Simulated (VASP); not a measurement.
The system is HfO2.

```xyz
12
Lattice="5.5564 0.0000 0.0000 0.0000 3.3336 0.0000 0.0000 0.0000 6.5050" Properties=species:S:1:pos:R:3 pbc="T T T"
Hf    4.1600    2.5002    3.9542
Hf    1.3964    0.8334    2.5508
Hf    1.3818    2.5002    5.8033
Hf    4.1746    0.8334    0.7017
O     3.5533    0.8334    2.7542
O     2.0031    2.5002    3.7508
O     0.7751    0.8334    0.4983
O     4.7813    2.5002    6.0067
O     2.8937    0.8334    5.4736
O     2.6627    2.5002    1.0313
O     0.1155    0.8334    4.2838
O     5.4409    2.5002    2.2212
```

Measurements of this composition are mostly on another form, of space group No. 14.

Program: VASP 6.6.1. Alike in all runs: level PBE; potentials or basis VASP PAW PBE potentials, release 64 (Hf_pv, O); no spin polarisation; cell as given; cutoff (eV) 520; smearing gaussian 0.02 eV. Hardware: 1 thread of Intel(R) Xeon(R) Platinum 8488C (Sapphire Rapids) (shared host).

Q: Order these runs on this cell by their wall time, lowest first.
A. task density of states; k mesh 4 × 6 × 3; further INCAR settings ALGO = Normal; EDIFF = 1e-07; k mesh for the DOS 6 × 9 × 5; occupations for the DOS tetrahedron
B. task dielectric tensor; k mesh 3 × 5 × 3; further INCAR settings ALGO = Normal; EDIFF = 1e-08
C. task electric field gradients; k mesh 4 × 6 × 3; further INCAR settings ALGO = Normal; EDIFF = 1e-08

A: C (120 s), A (260 s), B (610 s).

Caveats: spin-orbit coupling is left out, which moves the levels of the heavy elements (some runs); an odd mesh through Γ misses points on the zone boundary, where band edges often lie (some runs).
